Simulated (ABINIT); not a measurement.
TiSi2:

```xyz
3
Lattice="-1.4729 1.7121 4.2121 1.4729 -1.7121 4.2121 1.4729 1.7121 -4.2121" Properties=species:S:1:pos:R:3 pbc="T T T"
Ti    0.0000    0.0000    0.0000
Si    0.0000    0.0000    5.6448
Si    0.0000    0.0000    2.7793
```

The cell comes from a database or a generator and needn't be the stable form of this composition.

| Quantity | Value |
| --- | --- |
| Program | ABINIT 10.8.3 (patched build) |
| Task | single point |
| Functional | PBE |
| Potentials or basis | JTH PAW PBE v2.0 |
| Cutoff | 408 eV |
| k mesh | 12 × 12 × 12 |
| Occupations | fermi-dirac, width 0.05 eV |
| Spin | no spin polarisation |

On this cell: pressure 0.4 GPa; largest force 0.011 eV/Å; band gap on the k mesh none (metal or under the smearing width).

The same run follows on a disturbed copy (atoms moved at random, drawn with an rms of 0.05 Å):

```xyz
3
Lattice="-1.4729 1.7121 4.2121 1.4729 -1.7121 4.2121 1.4729 1.7121 -4.2121" Properties=species:S:1:pos:R:3 pbc="T T T"
Ti    0.0223   -0.0043   -0.0431
Si   -0.0024    0.0511    5.6305
Si   -0.0393    0.0282    2.7701
```

Question: What changes?

Answer: The energy (extrapolated to zero smearing) moves by +6.9 meV/atom; pressure 0.7 GPa; largest force 0.539 eV/Å; band gap on the k mesh none (metal or under the smearing width).

Forces on the atoms (eV/Å):
```
Ti  -0.268  0.380  0.272
Si   0.043 -0.266 -0.106
Si   0.225 -0.114 -0.166
```

Stress tensor (GPa, compression positive):
```
 1.32 -0.09 -0.21
-0.09  0.62  0.07
-0.21  0.07  0.23
```
